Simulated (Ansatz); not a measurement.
# WS2: the cost of one run

Method: DFT PBEsol, scalar-relativistic, plane waves, PAW, in Ansatz 0.2.0.

1 further run of the same task is left out (it didn't finish).

## (1) The system as given

Symmetry: R3m, No. 160, trigonal system. The conventional cell has a = 3.148 Å, b = 3.148 Å, c = 19.111 Å, α = 90.00°, β = 90.00°, γ = 120.00°. W (site symmetry 3m) has 6 S at 2.40 Å as nearest neighbours. Around S (site symmetry 3m) lie 3 W at 2.40 Å.

Coordinates:

```cif
data_structure
_symmetry_space_group_name_H-M 'P 1'
_symmetry_Int_Tables_number 1
_cell_length_a 6.6246
_cell_length_b 6.6246
_cell_length_c 6.6246
_cell_angle_alpha 27.486
_cell_angle_beta 27.486
_cell_angle_gamma 27.486
_cell_volume 54.66
loop_
_atom_site_label
_atom_site_type_symbol
_atom_site_fract_x
_atom_site_fract_y
_atom_site_fract_z
_atom_site_occupancy
W1 W 0.99933 0.99933 0.99933 1
S1 S 0.74796 0.74796 0.74796 1
S2 S 0.58401 0.58401 0.58401 1
```

It is the result of an earlier relaxation at this level (volume 18.22 Å³/atom; gap on the mesh: 1.15 eV).

## (2) The slab

Planes are indexed in the bulk's conventional cell (R3m (No. 160)), a = 3.148 Å, b = 3.148 Å, c = 19.111 Å, α = 90.00°, β = 90.00°, γ = 120.00°.

A (101) slab, 6.5 Å thick as cut, with 17 Å of vacuum; its outer planes are W (top) and S (bottom).

The slab as cut. Layers, bottom to top:

| plane | atoms per cell | height over the lowest (Å) |
| --- | --- | --- |
| 1 | S | 0.00 |
| 2 | S | 0.44 |
| 3 | W | 1.12 |
| 4 | S | 2.70 |
| 5 | S | 3.14 |
| 6 | W | 3.82 |
| 7 | S | 5.40 |
| 8 | S | 5.84 |
| 9 | W | 6.52 |

## (3) Relaxing the clean slab

input.yaml

```yaml
crystal:
  lattice:
    - [3.1476068056, 0.0, 0.0]
    - [-1.5738034028, 6.4349390149, 0.0]
    - [0.0, 0.0, 23.5179716457]
  atoms:
    - { symbol: S, position: [0.1414535899, 0.2829071797, 0.361425727] }
    - { symbol: S, position: [0.9004252595, 0.800850519, 0.3802388718] }
    - { symbol: W, position: [0.5308948236, 0.0617896472, 0.4090820769] }
    - { symbol: S, position: [0.6713612264, 0.3427224527, 0.4761718251] }
    - { symbol: S, position: [0.430332896, 0.860665792, 0.4949849698] }
    - { symbol: W, position: [0.0608024601, 0.1216049202, 0.5238281749] }
    - { symbol: S, position: [0.2012688629, 0.4025377257, 0.5909179231] }
    - { symbol: S, position: [0.9602405325, 0.920481065, 0.6097310678] }
    - { symbol: W, position: [0.5907100966, 0.1814201932, 0.638574273] }
basis:
  ecutwfc: 420
kpoints:
  mp_grid: { grid: [9, 4, 1] }
hamiltonian:
  xc: pbesol
scf:
  occupations: { method: gaussian, width: 0.05 }
output:
  forces: true
  eigenvalues: true
  write_density: true
  write_potential: true
  elf: true
  volumetric_format: npy
relax:
  adjacent_minimum: "off"
  f_tol: 0.03
  max_steps: 70
  constraints: [{ sites: [0, 1, 2, 3, 4] }]
efield:
  axis: 3
  dipole_correction: true
  ramp_width: 0.04
```

The run is started by

```
ansatz run input.yaml --threads 2 --pin off --max-ram 5120MiB --backend cpu --events-out ev --progress --plain --runs-dir out
```

**Question.** How long does this run take on 2 threads of Arm Neoverse V2, shared host, and how much memory does it need?

About 2 min, with a peak of 0.8 GiB.
